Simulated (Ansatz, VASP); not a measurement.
## Os: VASP beside Ansatz

```
Os
1.0
     2.73410    0.00000    0.00000
    -1.36705    2.36780    0.00000
     0.00000    0.00000    4.31970
Os
2
Direct
  0.66667 0.33333 0.75000
  0.33333 0.66667 0.25000
```

Alike in both runs: task relaxation of cell and atoms; functional PBE; dispersion D4; k mesh 11 × 11 × 6; occupations fermi-dirac, width 0.05 eV; no spin polarisation.

|  | VASP | Ansatz |
| --- | --- | --- |
| version | VASP 6.6.1 | Ansatz 0.2.0 |
| potentials or method | VASP PAW PBE potentials, release 64 (Os) | Ansatz PAW |
| plane-wave cutoff (eV) | 600 | 420 |
| valence electrons in the cell | 16 | 32 |

```tsv
	VASP	Ansatz	Ansatz less VASP
gap on the k mesh at the Fermi level, each at its own relaxed structure (eV)	none	none	-
relaxed volume (Å³/atom)	14.03	14.03	-0.004
relaxed cell length with the largest relative difference (Å)	2.737	2.737	-0.0006
```

A gap of «none» marks a metal or a gap that the smearing closes. The two sets of potentials don't hold the same shells in valence.

Caveats: pairwise dispersion overbinds metals, which lowers pressure and volume; the plane-wave basis is chosen anew once the cell has moved, so the energies of steps on either side of that aren't comparable (Ansatz). Spin-orbit coupling is left out, which matters for the levels of Os. Zero-point motion and thermal expansion aren't in these numbers.
